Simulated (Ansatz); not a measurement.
# CoO (P4/mmm) in Ansatz: notebook

Runs on CoO. Level: PBE. Tasks: relaxation of the atoms.

Program: Ansatz 0.2.0. These are calculated values, not measurements. Logs are shortened: lines on timing, memory, paths and dates and some standing lists are left out, and cuts for length are marked.

## Step 1: The cell of the first run

The structure is tetragonal, space group P4/mmm (No. 123). The conventional cell has a = 2.571 Å, b = 2.571 Å, c = 2.596 Å, α = 90.00°, β = 90.00°, γ = 90.00°. Co (site symmetry 4/mmm) has 8 O at 2.23 Å as nearest neighbours. Around O (site symmetry 4/mmm) lie 8 Co at 2.23 Å.

Measurements of this composition are mostly on another form, of space group No. 225.

## Step 2: Relaxation of the atoms, PBE, collinear spin, ferromagnetic start (strained by +1 %)

Contents of input.yaml:

```yaml
crystal:
  lattice:
    - [2.5962315731, 0.0, 0.0]
    - [0.0, 2.57052631, 0.0]
    - [0.0, 0.0, 2.57052631]
  atoms:
    - { symbol: Co, position: [0.0, 0.0, 0.0], spin: 2.0 }
    - { symbol: O, position: [0.5, 0.5, 0.5] }
hamiltonian:
  xc: pbe
  pseudopotentials: { kind: paw }
magnetization:
  spin_polarized: true
kpoints:
  mp_grid: { grid: [7, 7, 7] }
scf:
  occupations: { method: fermi_dirac, width: 0.05 }
output:
  forces: true
  stress: true
  eigenvalues: true
  write_density: true
  write_potential: true
  elf: true
  volumetric_format: npy
relax:
  f_tol: 0.01
  max_steps: 40
```

Potentials or basis: Ansatz PAW.

On the command line:

```
$ ansatz run input.yaml --threads 2 --pin off --max-ram 5632MiB --backend cpu --events-out ev --progress --plain --runs-dir out
```

Output:

```text
Warning: output.stress: scf.convergence.dr2_threshold = 1e-7 eV (the SCF's general default) is looser than the 2e-10 eV advised for a printed stress (1e-10 eV for each atom of the cell: 2). What an SCF threshold leaves in a stress goes as its square root, and in the free energy as the threshold itself, and one threshold admits the most on a small cell: of the crystals measured, under no hybrid functional and no lock of the moments, on runs that ended without the residual-converged pass, on stresses that held no estimate of that error, the worst erred by over 100 MPa in a component at 1e-7 eV an atom and by under 5 at 1e-10. Every solve of this run answers to scf.convergence.dr2_threshold, and the tensor of one is reported: a single SCF on the reported geometry and on this run's grids (its basis.xc_grid and basis.ecutrho_ratio typed), with scf.convergence.dr2_threshold at 2e-10 eV or tighter, prints it and tightens no other solve. Else set scf.convergence.dr2_threshold to 2e-10 eV or tighter. The threshold is an SCF's pass mark: one that does not reach it within its budget of iterations ends unconverged, or closes short of it on a stop that the run arms, and scf.convergence.dr2_threshold's page says what that costs each kind of run
Warning: RAYON_NUM_THREADS=2 ignored (pool sized by the plan → 2); use --threads N
Engine: ansatz 0.2.0, aarch64-unknown-linux-gnu
Pseudopotentials: kind: paw
Pseudopotential: Co, paw, valence charge 17, recommended cutoff 420 eV (normal), Co.paw.azcp
Pseudopotential: O, paw, valence charge 6, recommended cutoff 420 eV (normal), O.paw.azcp
Functional definition: PBE
  parameter kappa = 0.804
  parameter beta = 0.06672455060314922
  exchange = pbe_x(kappa = kappa, mu = beta*pi^2/3)
  correlation = pbe_c(beta = beta)
Crystal: 2 atoms, lattice volume = 17.155 Å³
Basis set: ecut = 420 eV, 341 PW (Γ), exchange–correlation on 36×36×36 points (8 copies of the dense FFT grid, shifted against one another)
Bands: 17, of which v1, the nominal top of the filled ones, is band 12 counted from 1 (11 counted from 0)
Symmetry: 16 space group operations
Space group: P4/mmm (ITA 123), of the structure as read, at distance tolerance 2.6e-5 Å
Magnetic group: BNS 123.339 (UNI 999), of the structure as read, at distance tolerance 2.6e-5 Å
k-points: 40 of 343
Non-local potential: Co, projectors of the file, l = 0: 3, l = 1: 2, l = 2: 3, l = 3: 1
Non-local potential: O, projectors of the file, l = 0: 2, l = 1: 2, l = 2: 1
PAW form: soft (Blöchl's): semilocal exchange-correlation on the pseudo side does not see the compensation charge
PAW one-centre angular grid: Co, 590 points (default); XC on 64 Gauss nodes
PAW one-centre angular grid: O, 110 points (default); XC on 64 Gauss nodes
Initial density: superposition of atomic densities (chi_scale 0.1, normalization cell, long waves kept (reshape's long-wave potential 0.00 eV rms))
Starting moments: Σ|m| = 2 μB on 1 of 2 sites
Initial wavefunctions: pseudopotential atomic-orbital guess
Functional: x = pbe(κ = 0.804, μ = 0.2195149727645171), c = pbe(β = 0.06672455060314922)
SCF iter   1: F=—  HF=-5690.216769 eV  |F-HF|=—  |Δ(HF+E_count)|=         —  Δρ=1.18e-1 (↑1.15e-1 ↓1.18e-1)  dr2=7.51e0  dr2_m=5.80e-2  M=1.959 μB ∫|m|=1.960 μB  β_m=0.30  ethr=3.10e-3  ⟨swp⟩=5.2  Hψ=5912  notcnv=0
Mixer restart at iter 1: flushing history
preconditioner: auto → none  [metal: Δε(μ)=0.032 eV  Ē_g=14.025 eV  σ=0.050 eV  W_gap=0.15  n_scr=6 (ndim 8)  ℏωp=34.7 eV  f_vac=0.000  D(μ)=2.88/eV (n_scr^D=56)  sad-step TF]
SCF iter   2: F=—  HF=-5690.910094 eV  |F-HF|=—  |Δ(HF+E_count)|=   6.93e-1  Δρ=5.05e-2 (↑5.05e-2 ↓4.05e-2)  dr2=7.97e-1  dr2_m=1.50e-1  M=2.198 μB ∫|m|=2.199 μB  β_m=0.35  ethr=3.10e-3  ⟨swp⟩=3.0  Hψ=3474  notcnv=0  defer=13
SCF iter   3: F=—  HF=-5691.215417 eV  |F-HF|=—  |Δ(HF+E_count)|=   3.05e-1  Δρ=4.01e-2 (↑3.57e-2 ↓4.01e-2)  dr2=6.03e-2  dr2_m=1.84e-1  M=2.384 μB ∫|m|=2.388 μB  β_m=0.59  ethr=3.10e-3  ⟨swp⟩=2.0  Hψ=2343  notcnv=0  defer=11
SCF iter   4: F=—  HF=-5691.476599 eV  |F-HF|=—  |Δ(HF+E_count)|=         —  Δρ=6.87e-2 (↑3.96e-2 ↓6.87e-2)  dr2=7.43e-2  dr2_m=4.55e-1  M=2.997 μB ∫|m|=3.015 μB  β_m=0.68  ethr=2.62e-4  ⟨swp⟩=2.6  Hψ=3098  notcnv=0  defer=11
Mixer restart at iter 4: flushing history
SCF iter   5: F=—  HF=-5691.477646 eV  |F-HF|=—  |Δ(HF+E_count)|=   1.05e-3  Δρ=3.62e-2 (↑3.62e-2 ↓1.21e-2)  dr2=1.23e-1  dr2_m=6.07e-2  M=2.999 μB ∫|m|=3.024 μB  β_m=0.74  ethr=2.62e-4  ⟨swp⟩=3.0  Hψ=3206  notcnv=0  defer=19
SCF iter   6: F=—  HF=-5691.528646 eV  |F-HF|=—  |Δ(HF+E_count)|=   5.10e-2  Δρ=4.24e-2 (↑2.25e-2 ↓4.24e-2)  dr2=4.17e-1  dr2_m=1.78e-2  M=3.000 μB ∫|m|=3.030 μB  β_m=0.57  ethr=2.62e-4  ⟨swp⟩=3.0  Hψ=3376  notcnv=0  defer=27
SCF iter   7: F=—  HF=-5691.437597 eV  |F-HF|=—  |Δ(HF+E_count)|=   9.10e-2  Δρ=3.41e-3 (↑1.97e-3 ↓3.41e-3)  dr2=1.61e-3  dr2_m=3.55e-4  M=3.000 μB ∫|m|=3.031 μB  β_m=0.54  ethr=2.62e-4  ⟨swp⟩=3.0  Hψ=3483  notcnv=0  defer=24
SCF iter   8: F=—  HF=-5691.437111 eV  |F-HF|=—  |Δ(HF+E_count)|=   4.87e-4  Δρ=1.57e-3 (↑4.42e-4 ↓1.57e-3)  dr2=1.40e-4  dr2_m=1.18e-4  M=3.000 μB ∫|m|=3.032 μB  β_m=0.77  ethr=6.99e-6  ⟨swp⟩=2.1  Hψ=2083  notcnv=0  defer=24
SCF iter   9: F=—  HF=-5691.437307 eV  |F-HF|=—  |Δ(HF+E_count)|=   1.96e-4  Δρ=3.27e-4 (↑1.06e-4 ↓3.27e-4)  dr2=1.81e-5  dr2_m=3.35e-6  M=3.000 μB ∫|m|=3.032 μB  β_m=0.80  ethr=6.09e-7  ⟨swp⟩=2.1  Hψ=2226  notcnv=0  defer=24
SCF iter  10: F=—  HF=-5691.437302 eV  |F-HF|=—  |Δ(HF+E_count)|=   4.77e-6  Δρ=4.00e-5 (↑2.51e-5 ↓4.00e-5)  dr2=3.65e-8  dr2_m=1.41e-7  M=3.000 μB ∫|m|=3.032 μB  β_m=0.90  ethr=7.85e-8  ⟨swp⟩=2.3  Hψ=1803  notcnv=0  defer=24
SCF iter  11: F=—  HF=-5691.437302 eV  |F-HF|=—  |Δ(HF+E_count)|=   1.08e-7  Δρ=9.93e-6 (↑9.93e-6 ↓4.17e-6)  dr2=7.94e-9  dr2_m=4.01e-9  M=3.000 μB ∫|m|=3.032 μB  β_m=0.95  ethr=1.59e-10  ⟨swp⟩=2.0  Hψ=2302  notcnv=0  defer=24
SCF iter  12: F=-5691.437302 eV  HF=-5691.437302 eV  |F-HF|=1.04e-10  |Δ(HF+E_count)|=  5.51e-10  Δρ=1.21e-6 (↑5.12e-7 ↓1.21e-6)  dr2=1.49e-10  dr2_m=6.85e-11  M=3.000 μB ∫|m|=3.032 μB  ethr=3.45e-11  ⟨swp⟩=5.7  Hψ=7138  notcnv=0
SCF 1 converged in 12 iterations: F = -5691.437302 eV  dr2 = 1.49e-10
relax step   1: F+E_penalty+E_count = -5691.43730189 eV  Δ(F+E_penalty+E_count) = +0.000e0 eV  max|allowed force component| = 8.677e-30 eV/Å  Δτ_max = 0.0000 Å  (12 SCF iters, accepted)
SCF converged after 12 iterations
Magnetization: 2.9999 μB (13.0000 up, 10.0000 down)
Absolute magnetization: 3.0321 μB (∫|ρ↑−ρ↓|, with the PAW one-centre terms)
Spin contamination: 0.0079 ħ² per cell (⟨S²⟩ above its minimum at these occupations)
Per-site moments (μB) at R_I (Å): [(2.485298288848618, 0.9213543109776268), (0.47265351976402964, 0.9213543109776268)]
Free energy (F): -5691.437302 eV
Harris-Foulkes:  -5691.437302 eV  (|F-HF|=1.04e-10)
Internal energy: -5691.419686 eV  (E = F + TS)
E sigma→0 (E₀):  -5691.428494 eV
Entropy (-TS):   -0.017616 eV (-8.808 meV/atom)
Fermi energy:    16.058819 eV
--- Per-component energies (eV) ---
  E_band       = -258.534512
  E_kinetic    = 620.285040
  E_local      = -3207.376475  (includes V_loc(G=0)·N_el)
  E_nonlocal   = 513.175195
  E_hartree    = 1319.676696
  E_xc         = -229.740191
  E_vxc        = -295.355804  (∫ρ·V_xc dr)
  E_paw        = -1676.549145  (= ΣΔE_a)
  E_vpaw       = -528.618903  (= ΣTr[D̂ρ^β])
  E_aug_tail   = 0.002621  (compensation charges beyond the density's cutoff)
  E_ewald      = -3030.893426
  E_smearing   = -0.017616  (= −TS)
  E_closure    = 0.000000  (closes the sum)
  Σ components = -5691.437302   (vs F -5691.437302, Δ=0.00e0)
--- Forces (eV/Å), atoms counted from 1 ---
  atom   1  Co    -0.00000000     0.00000000     0.00000000
  atom   2  O     -0.00000000     0.00000000     0.00000000
  max |Σ_I F_I| component: 2.05e-29 eV/Å
--- Stress (GPa, compression-positive) ---
        7.165985      -0.000000       0.000000
       -0.000000      10.225691       0.000000
        0.000000       0.000000      10.225691
  P = ⅓ Tr σ = 9.2058 GPa (92.058 kbar)
--- Band table (eV; the first three rows and the last of 80) ---
  k-point 0 ↑: bands = ["-81.0534", "-44.2790", "-44.2671", "-44.2671", "-4.7543", "11.5705", "11.5906", "12.9513", "13.0933", "13.0933", "13.4714", "13.4714", "13.5082", "16.9294", "31.5480", "31.7683", "36.1699"]
  k-point 1 ↑: bands = ["-81.0511", "-44.2897", "-44.2771", "-44.2652", "-4.5313", "10.7356", "11.6530", "12.2670", "12.3861", "12.8606", "13.4870", "14.2255", "14.2790", "18.1097", "30.5278", "31.7189", "35.7759"]
  k-point 2 ↑: bands = ["-81.0460", "-44.3402", "-44.2728", "-44.2609", "-3.9729", "8.6510", "11.5797", "11.7044", "11.8075", "13.5223", "13.5752", "15.0881", "15.1208", "19.9561", "27.8956", "32.0281", "34.7183"]
  k-point 39 ↓: bands = ["-77.9989", "-41.4167", "-41.4162", "-41.4056", "-0.9626", "9.6750", "9.6792", "9.8707", "16.4758", "16.5093", "17.4540", "18.0688", "18.0713", "23.2696", "23.9400", "23.9641", "33.5945"]
--- Relaxed structure (1 steps of the walk, 1 accepted, 0 SCFs on fresh bases) ---
  F+E_penalty+E_count = -5691.43730189 eV   max|allowed force component| = 8.677e-30 eV/Å
  atoms:
    - { symbol: Co, position: [0.0, 0.0, 0.0] }
    - { symbol: O, position: [0.49999999999999994, 0.49999999999999994, 0.49999999999999994] }
```

Run time: 2.5 s. Hardware: 2 threads of Arm Neoverse V1, shared host; peak memory 0.28 GiB.

What came out:

```
Free energy             : -5691.4373 eV
Pressure after relaxing : 9.2 GPa
Band gap on the k mesh  : none (metal or under the smearing width)
Net moment              : 3.00 μB per cell
Absolute moment         : 3.03 μB per cell
Site moments            : Co +2.49; O +0.47 μB
```

Final structure:
```yaml
crystal:
  lattice:
    - [2.59623, 0.00000, 0.00000]
    - [0.00000, 2.57053, 0.00000]
    - [0.00000, 0.00000, 2.57053]
  atoms:
    - { symbol: Co, position: [0.00000, 0.00000, 0.00000] }
    - { symbol: O, position: [0.50000, 0.50000, 0.50000] }
```

Caveat: the relaxation stopped at its first step, so nothing moved; the pressure holds a Pulay correction of +0.8 GPa for the finite cutoff; a cell with one magnetic atom can't hold antiferromagnetic order, which such compounds often take; semilocal functionals often make such compounds metallic where correlation or magnetic order opens a gap, which also shifts bond lengths; the thresholds are loose for stress.

## Step 3: Relaxation of the atoms, PBE, collinear spin, ferromagnetic start (strained by +2 %)

Edit input.yaml of step 2 so:

```diff
@@ -2,3 +2,3 @@
   lattice:
-    - [2.5962315731, 0.0, 0.0]
+    - [2.6219368362, 0.0, 0.0]
     - [0.0, 2.57052631, 0.0]
@@ -21,6 +21,2 @@
   eigenvalues: true
-  write_density: true
-  write_potential: true
-  elf: true
-  volumetric_format: npy
 relax:
```

Potentials or basis: Ansatz PAW.

On the command line:

```
$ ansatz run input.yaml --threads 2 --pin off --max-ram 5632MiB --backend cpu --events-out ev --progress --plain --runs-dir out
```

Wall time 2.6 s (2 threads of Arm Neoverse V1, shared host); peak memory 0.28 GiB.

It converged, with:

| Item | Value |
| --- | --- |
| Free energy | -5691.4426 eV |
| Pressure after relaxing | 7.0 GPa |
| Band gap on the k mesh | none (metal or under the smearing width) |
| Net moment | 3.00 μB per cell |
| Absolute moment | 3.03 μB per cell |
| Site moments | Co +2.49; O +0.47 μB |

Stress tensor (GPa, compression positive):
```
3.14 0.00 0.00
0.00 8.86 0.00
0.00 0.00 8.86
```

Final structure:
```
CELL_PARAMETERS angstrom
2.62194 0.00000 0.00000
0.00000 2.57053 0.00000
0.00000 0.00000 2.57053
ATOMIC_POSITIONS crystal
Co 0.00000 0.00000 0.00000
O 0.50000 0.50000 0.50000
```

Levels at points of the mesh, in eV from the Fermi level:
Spin up:
```tsv
k point	band 10	band 11	band 12	band 13	band 14	band 15	band 16	band 17
(0.00, 0.00, 0.00)	-2.88	-2.61	-2.61	-2.53	0.80	15.33	15.76	19.75
```
Spin down:
```tsv
k point	band 7	band 8	band 9	band 10	band 11	band 12	band 13	band 14
(0.00, 0.00, 0.00)	-2.72	-2.38	-2.09	-2.09	0.50	0.50	0.53	1.49
```

Caveat: the relaxation stopped at its first step, so nothing moved; the pressure holds a Pulay correction of +0.8 GPa for the finite cutoff; a cell with one magnetic atom can't hold antiferromagnetic order, which such compounds often take; semilocal functionals often make such compounds metallic where correlation or magnetic order opens a gap, which also shifts bond lengths; the thresholds are loose for stress.

[end of part 1 of 2]
